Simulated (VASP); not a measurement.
# Mg3Sb2 (P-3m1) in VASP: settings compared

Aim: see how the results for Mg3Sb2 move with the level of theory and the settings. Levels: PBE, RPBE. Tasks: relaxation of shape and atoms at fixed volume, relaxation of cell and atoms.

Everything below comes from runs of VASP 6.6.1. Logs are shortened: lines on timing, memory, paths and dates and some standing lists are left out, and cuts for length are marked.

## 1. The crystal as given

Symmetry: P-3m1, No. 164, trigonal system. The conventional cell has a = 4.582 Å, b = 4.582 Å, c = 7.244 Å, α = 90.00°, β = 90.00°, γ = 120.00°. Around Mg (site symmetry 3m) lie 4 Sb at 2.82 to 2.86 Å. Mg (site symmetry -3m) has 6 Sb at 3.15 Å as nearest neighbours. Sb (site symmetry 3m) has 7 Mg at 2.82 to 3.15 Å as nearest neighbours.

## 2. Relaxation of shape and atoms at fixed volume, PBE (a relaxed cell with its volume scaled by 1.06)

The input, INCAR:

```
PREC = Accurate ; ENCUT = 600
EDIFF = 1E-7 ; ISMEAR = 0
SIGMA = 0.03 ; LREAL = F
LASPH = T ; NELM = 80
ALGO = Normal ; ISIF = 4
LWAVE = F ; LCHARG = F
GGA = PE ; IBRION = 2
NSW = 40 ; EDIFFG = -0.01
```

The input, KPOINTS:

```
regular mesh
0
Gamma
  9 9 5
```

The input, POSCAR:

```
Mg3Sb2                                  
1.0
    4.6857679736      0.0000000000      0.0000000000
   -2.3428839868      4.0579941013      0.0000000000
    0.0000000000      0.0000000000      7.4163992000
  Mg              Sb            
     3     2
Direct
     0.3333333332999970    0.6666666667000030    0.6320893614191547
     0.6666666667000030    0.3333333332999970    0.3679106385808453
     0.0000000000000000    0.0000000000000000    0.0000000000000000
     0.3333333332999970    0.6666666667000030    0.2254486671126870
     0.6666666667000030    0.3333333332999970    0.7745513328873130
```

Potentials or basis: VASP PAW PBE potentials, release 64 (Mg, Sb).

Run with:

```sh
> cat potpaw_PBE.64/Mg/POTCAR potpaw_PBE.64/Sb/POTCAR > POTCAR
> mpirun -np 1 vasp_std > vasp.out
```

OUTCAR:

```text
PREC = Accurate
   ENCUT = 600
   EDIFF = 1E-7
   ISMEAR = 0
   LREAL = F
   LASPH = T
   NELM = 80
   ISIF = 4
   GGA = PE
   IBRION = 2
   NSW = 40
   EDIFFG = -0.01

 ion  position               nearest neighbor table
   1  0.333  0.667  0.632-   5 2.90   5 2.90   5 2.90   4 3.02   2 3.34   2 3.34   2 3.34
   2  0.667  0.333  0.368-   4 2.90   4 2.90   4 2.90   5 3.02   1 3.34   1 3.34   1 3.34
   3  0.000  0.000  0.000-   4 3.18   5 3.18   4 3.18   5 3.18   5 3.18   4 3.18
   4  0.333  0.667  0.225-   2 2.90   2 2.90   2 2.90   1 3.02   3 3.18   3 3.18   3 3.18
   5  0.667  0.333  0.775-   1 2.90   1 2.90   1 2.90   2 3.02   3 3.18   3 3.18   3 3.18

  LATTYP: Found a hexagonal cell.
 ALAT       =     4.6857679736
 C/A-ratio  =     1.5827499871

  Lattice vectors:

 A1 = (   4.6857679736,   0.0000000000,   0.0000000000)
 A2 = (  -2.3428839868,   4.0579941013,   0.0000000000)
 A3 = (   0.0000000000,   0.0000000000,   7.4163992000)

Analysis of symmetry for initial positions (statically):
=====================================================================
 Subroutine PRICEL returns:
 Original cell was already a primitive cell.

 Routine SETGRP: Setting up the symmetry group for a
 hexagonal supercell.

 Subroutine GETGRP returns: Found 12 space group operations
 (whereof 12 operations were pure point group operations)
 out of a pool of 24 trial point group operations.

The static configuration has the point symmetry D_3d.

Analysis of symmetry for dynamics (positions and initial velocities):
=====================================================================
 Subroutine PRICEL returns:
 Original cell was already a primitive cell.

 Routine SETGRP: Setting up the symmetry group for a
 hexagonal supercell.

 Subroutine GETGRP returns: Found 12 space group operations
 (whereof 12 operations were pure point group operations)
 out of a pool of 24 trial point group operations.

The dynamic configuration has the point symmetry D_3d.

 Subroutine INISYM returns: Found 12 space group operations
 (whereof 12 operations are pure point group operations),
 and found     1 'primitive' translations

----------------------------------------------------------------------------------------

                                     Primitive cell

  volume of cell :     141.0215

  direct lattice vectors                    reciprocal lattice vectors
     4.685767974  0.000000000  0.000000000     0.213412189  0.123213585  0.000000000
    -2.342883987  4.057994101  0.000000000     0.000000000  0.246427169  0.000000000
     0.000000000  0.000000000  7.416399200     0.000000000  0.000000000  0.134836323

  length of vectors
     4.685767974  4.685767974  7.416399200     0.246427169  0.246427169  0.134836323

  position of ions in fractional coordinates (direct lattice)
     0.333333333  0.666666667  0.632089361
     0.666666667  0.333333333  0.367910639
     0.000000000  0.000000000  0.000000000
     0.333333333  0.666666667  0.225448667
     0.666666667  0.333333333  0.774551333

  ion indices of the primitive-cell ions
   primitive index   ion index
                 1           1
                 2           2
                 3           3
                 4           4
                 5           5

----------------------------------------------------------------------------------------

 KPOINTS: regular mesh

Automatic generation of k-mesh.
 Grid dimensions read from file:
 generate k-points for:    9    9    5

 Generating k-lattice:

  Cartesian coordinates                     Fractional coordinates (reciprocal lattice)
     0.023712465  0.013690398  0.000000000     0.111111111 -0.000000000  0.000000000
     0.000000000  0.027380797  0.000000000     0.000000000  0.111111111  0.000000000
     0.000000000  0.000000000  0.026967265     0.000000000  0.000000000  0.200000000

  Length of vectors
     0.027380797  0.027380797  0.026967265

  Shift w.r.t. Gamma in fractional coordinates (k-lattice)
     0.000000000  0.000000000  0.000000000

 Subroutine IBZKPT returns following result:
 ===========================================

 Found     50 irreducible k-points:

 Following reciprocal coordinates:
            Coordinates               Weight
  0.000000  0.000000  0.000000      1.000000
  0.111111 -0.000000  0.000000      6.000000
  0.222222  0.000000  0.000000      6.000000
  0.333333 -0.000000  0.000000      6.000000
  0.444444  0.000000  0.000000      6.000000
  0.111111  0.111111  0.000000      6.000000
[... 16 lines left out ...]
  0.222222  0.111111  0.200000     12.000000
 -0.111111  0.333333  0.200000     12.000000
 [... further k-points ...]
   k-points           NKPTS =     50   k-points in BZ     NKDIM =     50   number of bands    NBANDS=     12
   number of dos      NEDOS =    301   number of ions     NIONS =      5
   total plane-waves  NPLWV =  96000
   dimension x,y,z NGX =    40 NGY =   40 NGZ =   60
   dimension x,y,z NGXF=    80 NGYF=   80 NGZF=  120
   ions per type =               3   2
   NGX,Y,Z   is equivalent  to a cutoff of  14.19, 14.19, 13.45 a.u.
   NGXF,Y,Z  is equivalent  to a cutoff of  28.38, 28.38, 26.90 a.u.
 SYSTEM =  unknown system
   PREC   = accura    normal or accurate (medium, high low for compatibility)
   ISTART =      0    job   : 0-new  1-cont  2-samecut
   ICHARG =      2    charge: 1-file 2-atom 10-const
   ISPIN  =      1    spin polarized calculation?
   LNONCOLLINEAR =      F non collinear calculations
   LSORBIT =      F    spin-orbit coupling
   LASPH  =      T    aspherical Exc in radial PAW
   ENCUT  =  600.0 eV  44.10 Ry    6.64 a.u.   9.36  9.36 14.81*2*pi/ulx,y,z
   NELM   =     80;   NELMIN=  2; NELMDL= -5     # of ELM steps
   EDIFF  = 0.1E-06   stopping-criterion for ELM
   LREAL  =      F    real-space projection
   EDIFFG = -.1E-01   stopping-criterion for IOM
   NSW    =     40    number of steps for IOM
   IBRION =      2    ionic relax: 0-MD 1-quasi-New 2-CG
   NFREE  =      1    steps in history (QN), initial steepest desc. (CG)
   ISIF   =      4    stress and relaxation
   ISYM   =      2    0-nonsym 1-usesym 2-fastsym
   POTIM  = 0.5000    time-step for ionic-motion
   TEBEG  =    0.0;   TEEND  =   0.0 temperature during run
   PSTRESS=    0.0 pullay stress
   NELECT =      16.0000    total number of electrons
   NUPDOWN=      -1.0000    fix difference up-down
   EMIN   =  10.00;   EMAX   =-10.00  energy-range for DOS
   EFERMI =   0.00;   METHOD = LEGACY
   ISMEAR =     0;   SIGMA  =   0.03  broadening in eV -4-tet -1-fermi 0-gaus
   EFERMI_NEDOS =   21; number of points for ismear=-14 and -15
   IALGO  =     38    algorithm
   IMIX   =      4    mixing-type and parameters
     AMIX     =   0.40;   BMIX     =  1.00
     AMIX_MAG =   1.60;   BMIX_MAG =  1.00
  volume/ion in A,a.u.               =      28.20       190.33
  Fermi-wavevector in a.u.,A,eV,Ry     =   0.792537  1.497678  8.546029  0.628115
  Thomas-Fermi vector in A             =   1.898295
   LORBIT       =      0    0 simple, 1 ext, 2 COOP (PROOUT), +10 PAW based schemes
   GGA     = PE    functional components
   LHFCALC =     F    Hartree Fock is set to
   AEXX    =    0.0000 exact exchange contribution
   IVDW    =     0    specifies the selected vdW correction
   LEPSILON=     F    determine dielectric tensor
   LRPA    =     F    only Hartree local field effects (RPA)
 conjugate gradient relaxation of ions
 non-spin polarized calculation
 Gauss-broadening in eV      SIGMA  =   0.03
  energy-cutoff  :      600.00
  volume of cell :      141.02
 maximum number of plane-waves:      4739
 NGX is ok and might be reduce to    40
   NGX = 19   NGY = 19   NGZ = 29

--------------------------------------- Ionic step        1  -------------------------------------------

 number of electron      16.0000000 magnetization

 Free energy of the ion-electron system (eV)
  ---------------------------------------------------
  ext. energy  EPLUGINS =         0.00000000
  ---------------------------------------------------
  free energy    TOTEN  =       -14.58800378 eV

  energy without entropy =      -14.58797927  energy(sigma->0) =      -14.58799153

------------------------ aborting loop because EDIFF is reached ----------------------------------------

  FORCE on cell =-STRESS in cart. coord.  units (eV):
  Direction    XX          YY          ZZ          XY          YZ          ZX
  --------------------------------------------------------------------------------------
  -------------------------------------------------------------------------------------
  Total       -2.0356487     -2.0356487     -1.9234098      0.0000000      0.0000000     -0.0000000
  in kB      -23.1274702    -23.1274702    -21.8522982      0.0000000      0.0000000     -0.0000000
  external PRESSURE =     -22.7024129 kB  Pullay stress =       0.0000000 kB
[... 63 lines left out ...]
  energy  without entropy=      -14.5893259024  energy(sigma->0) =      -14.58933560

--------------------------------------- Ionic step        3  -------------------------------------------

 number of electron      16.0000000 magnetization

 Free energy of the ion-electron system (eV)
  ---------------------------------------------------
  ext. energy  EPLUGINS =         0.00000000
  ---------------------------------------------------
  free energy    TOTEN  =       -14.59122588 eV

  energy without entropy =      -14.59121818  energy(sigma->0) =      -14.59122203

 E-fermi :   3.8888     XC(G=0):  -8.5231

 val. band max:        3.8414467047   @ k =   0.0000   0.0000   0.0000
 cond. band min:       3.9493936395   @ k =   0.0000   0.4444   0.4000
 fundamental gap:      0.1079469348
 Fermi energy:         3.8887842006

 k-point     1 :       0.0000    0.0000    0.0000
  band No.  band energies     occupation
      1      -6.0665      2.00000
      2      -4.9945      2.00000
      3      -0.7379      2.00000
      4       2.8789      2.00000
      5       2.8789      2.00000
      6       3.5179      2.00000
      7       3.5179      2.00000
      8       3.8414      1.97435
      9       4.5963      0.00000
     10       4.9767      0.00000
     11       6.8971      0.00000
     12       6.8971      0.00000
[... 331 lines left out ...]
 k-point    24 :      -0.1111    0.3333    0.2000
  band No.  band energies     occupation
      1      -5.5119      2.00000
      2      -4.8565      2.00000
      3      -0.1115      2.00000
      4       0.7628      2.00000
      5       1.1011      2.00000
      6       1.8858      2.00000
      7       2.6815      2.00000
      8       3.1599      2.00000
      9       4.9020      0.00000
     10       6.1347      0.00000
     11       6.6297      0.00000
     12       7.2237      0.00000

 [... further k-points ...]
[... 5 lines left out ...]
  --------------------------------------------------------------------------------------
  -------------------------------------------------------------------------------------
  Total       -1.8903467     -1.8903467     -1.8998273      0.0000000      0.0000000     -0.0000000
  in kB      -21.4766602    -21.4766602    -21.5843717      0.0000000      0.0000000     -0.0000000
  external PRESSURE =     -21.5125640 kB  Pullay stress =       0.0000000 kB
[... 20 lines left out ...]
  FREE ENERGIE OF THE ION-ELECTRON SYSTEM (eV)
  ---------------------------------------------------
  free  energy   TOTEN  =       -14.5912258818 eV

  energy  without entropy=      -14.5912181837  energy(sigma->0) =      -14.59122203

 reached required accuracy - stopping structural energy minimisation
```

Run time: 82 s. Hardware: 1 thread of Intel Xeon 6975P-C (Granite Rapids), shared host; peak memory 0.38 GiB.

Results:

- Free energy: -14.5912 eV
- Energy gained by relaxing: 0.6 meV/atom
- Ionic steps: 3
- Pressure after relaxing: -2.2 GPa
- Largest force after relaxing: 0.008 eV/Å
- Band gap on the k mesh: 0.11 eV, indirect (least direct gap 0.75 eV)

Forces in eV/Å, atoms in the order of the input:
```
Mg   0.000  0.000  0.007
Mg   0.000  0.000 -0.007
Mg   0.000  0.000  0.000
Sb   0.000  0.000  0.008
Sb   0.000  0.000 -0.008
```

Step by step:
| step | energy change (eV) | largest force (eV/Å) | pressure (GPa) |
| --- | --- | --- | --- |
| 1 | 0.0000 | 0.1220 | -2.27 |
| 2 | -0.0013 | 0.0936 | -2.24 |
| 3 | -0.0032 | 0.0079 | -2.15 |

Final structure:
```
CELL_PARAMETERS angstrom
4.67901 0.00000 0.00000
-2.33951 4.05214 0.00000
0.00000 0.00000 7.43783
ATOMIC_POSITIONS crystal
Mg 0.33333 0.66667 0.63225
Mg 0.66667 0.33333 0.36775
Mg 0.00000 0.00000 0.00000
Sb 0.33333 0.66667 0.22862
Sb 0.66667 0.33333 0.77138
```

Levels at points of the mesh, in eV from the valence-band top:
| k point | band 4 | band 5 | band 6 | band 7 | band 8 | band 9 | band 10 | band 11 | band 12 |
| --- | --- | --- | --- | --- | --- | --- | --- | --- | --- |
| (0.00, 0.00, 0.00) | -0.96 | -0.96 | -0.32 | -0.32 | 0.00 | 0.75 | 1.14 | 3.06 | 3.06 |

Caveat: spin-orbit coupling is left out, which moves the levels of the heavy elements; an odd mesh through Γ misses points on the zone boundary, where band edges often lie.

## 3. Relaxation of cell and atoms, RPBE

The input, INCAR:

```
SYSTEM = Mg3Sb2
  PREC = Accurate
  ENCUT = 600
  EDIFF = 1E-6
  ISMEAR = 0
  SIGMA = 0.03
  LREAL = .False.
  LASPH = .True.
  NELM = 80
  ALGO = Normal
  ISIF = 3
  LWAVE = .False.
  LCHARG = .False.
  GGA = RP
  IBRION = 2
  NSW = 90
  EDIFFG = -0.01
```

The input, KPOINTS:

```
regular mesh
0
Gamma
  9 9 5
  0 0 0
```

The input, POSCAR:

```
Mg3Sb2
1.0
    4.5820000000      0.0000000000      0.0000000000
   -2.2910000000      3.9681284001      0.0000000000
    0.0000000000      0.0000000000      7.2440000000
Mg Sb
3 2
Direct
    0.3333333333      0.6666666667      0.6300000000
    0.6666666667      0.3333333333      0.3700000000
    0.0000000000      0.0000000000      0.0000000000
    0.3333333333      0.6666666667      0.2350000000
    0.6666666667      0.3333333333      0.7650000000
```

Potentials or basis: VASP PAW PBE potentials, release 64 (Mg, Sb).

Run with:

```sh
> cat potpaw_PBE.64/Mg/POTCAR potpaw_PBE.64/Sb/POTCAR > POTCAR
> mpirun -np 1 vasp_std > vasp.out
```

It took 8.2 min on 1 thread of Intel Xeon Platinum 8259CL at 2.50GHz (Skylake/Cascade Lake), shared host; peak memory 0.38 GiB.

It converged, with:

```
Free energy                            : -13.4225 eV
Relaxed volume                         : 27.35 Å³/atom
Relaxed cell                           : a = 4.639 Å, b = 4.639 Å, c = 7.339 Å, α = 90.00°, β = 90.00°, γ = 120.00°
Space group after relaxing (to 0.05 Å) : P-3m1 (No. 164)
Energy gained by relaxing              : 13.6 meV/atom
Ionic steps                            : 9
Pressure after relaxing                : 0.0 GPa
Band gap on the k mesh                 : 0.19 eV, indirect (least direct gap 0.97 eV)
```

The path:
| step | energy change (eV) | largest force (eV/Å) | pressure (GPa) | volume (Å³) |
| --- | --- | --- | --- | --- |
| 1 | 0.0000 | 0.5396 | 2.18 | 131.71 |
| 2 | -0.0588 | 0.1834 | -0.32 | 138.66 |
| 3 | -0.0588 | 0.1936 | -0.25 | 138.42 |
| 4 | -0.0633 | 0.1394 | -0.15 | 137.86 |
| 5 | -0.0670 | 0.0419 | 0.05 | 136.86 |
| 6 | -0.0671 | 0.0264 | 0.08 | 136.70 |
| 7 | -0.0679 | 0.0056 | -0.02 | 136.93 |
| 8 | -0.0680 | 0.0065 | -0.06 | 137.00 |
| 9 | -0.0680 | 0.0003 | 0.02 | 136.74 |

Final structure:
```xyz
5
Lattice="4.6385 0.0000 0.0000 -2.3193 4.0171 0.0000 0.0000 0.0000 7.3387" Properties=species:S:1:pos:R:3 pbc="T T T"
Mg    0.0000    2.6780    4.6404
Mg    2.3193    1.3390    2.6983
Mg   -2.3193    4.0171    0.0000
Sb    0.0000    2.6780    1.6606
Sb    2.3193    1.3390    5.6780
```

Levels at points of the mesh, in eV from the valence-band top:
```
           k point  band 5  band 6  band 7  band 8  band 9  band 10  band 11  band 12
(0.00, 0.00, 0.00)   -1.05   -0.38   -0.38    0.00    0.97     1.19     3.03     3.03
```

Caveat: the PAW data sets were made with another functional, which shifts forces and pressure a little; spin-orbit coupling is left out, which moves the levels of the heavy elements; an odd mesh through Γ misses points on the zone boundary, where band edges often lie.

## 4. Relaxation of cell and atoms, RPBE

This run uses another cell than the first one, of 27.35 Å³/atom, 1.038 times its volume.

INCAR, as its differences from that of step 3:

```diff
@@ -3,3 +3,3 @@
   ENCUT = 600
-  EDIFF = 1E-6
+  EDIFF = 1E-7
   ISMEAR = 0
@@ -16,2 +16,2 @@
   NSW = 90
-  EDIFFG = -0.01
+  EDIFFG = -0.005
```

KPOINTS is that of step 3.

The input, POSCAR:

```
Mg3Sb2                                  
1.0
    4.6385004261      0.0000000000      0.0000000000
   -2.3192502130      4.0170592044     -0.0000000000
   -0.0000000000      0.0000000000      7.3386755813
  Mg              Sb            
     3     2
Direct
     0.3333333332999970    0.6666666667000030    0.6323175795499015
     0.6666666667000030    0.3333333332999970    0.3676824204500984
     0.0000000000000000    1.0000000000000000    0.0000000000000000
     0.3333333332999970    0.6666666667000030    0.2262860757932404
     0.6666666667000030    0.3333333332999970    0.7737139242067596
```

Run with:

```sh
> cat potpaw_PBE.64/Mg/POTCAR potpaw_PBE.64/Sb/POTCAR > POTCAR
> mpirun -np 1 vasp_std > vasp.out
```

Wall time 2.5 min (1 thread of Intel Xeon Platinum 8259CL at 2.50GHz (Skylake/Cascade Lake), shared host); peak memory 0.38 GiB.

The run converged. Its results:

```
Free energy                            : -13.4226 eV
Relaxed volume                         : 27.37 Å³/atom
Relaxed cell                           : a = 4.639 Å, b = 4.639 Å, c = 7.341 Å, α = 90.00°, β = 90.00°, γ = 120.00°
Space group after relaxing (to 0.05 Å) : P-3m1 (No. 164)
Energy gained by relaxing              : 0.0 meV/atom
Ionic steps                            : 2
Pressure after relaxing                : 0.0 GPa
Band gap on the k mesh                 : 0.19 eV, indirect (least direct gap 0.96 eV)
```

Final structure:
```cif
data_structure
_symmetry_space_group_name_H-M 'P 1'
_symmetry_Int_Tables_number 1
_cell_length_a 4.6393
_cell_length_b 4.6393
_cell_length_c 7.3407
_cell_angle_alpha 90.000
_cell_angle_beta 90.000
_cell_angle_gamma 120.000
_cell_volume 136.83
loop_
_atom_site_label
_atom_site_type_symbol
_atom_site_fract_x
_atom_site_fract_y
_atom_site_fract_z
_atom_site_occupancy
Mg1 Mg 0.33333 0.66667 0.63232 1
Mg2 Mg 0.66667 0.33333 0.36768 1
Mg3 Mg 0.00000 0.00000 0.00000 1
Sb1 Sb 0.33333 0.66667 0.22629 1
Sb2 Sb 0.66667 0.33333 0.77371 1
```

Levels at points of the mesh, in eV from the valence-band top:
| k point | band 6 | band 7 | band 8 | band 9 | band 10 | band 11 |
| --- | --- | --- | --- | --- | --- | --- |
| (0.00, 0.00, 0.00) | -0.38 | -0.38 | 0.00 | 0.96 | 1.19 | 3.03 |

Caveat: the PAW data sets were made with another functional, which shifts forces and pressure a little; spin-orbit coupling is left out, which moves the levels of the heavy elements; an odd mesh through Γ misses points on the zone boundary, where band edges often lie.

(Continued in part 2 of 2.)
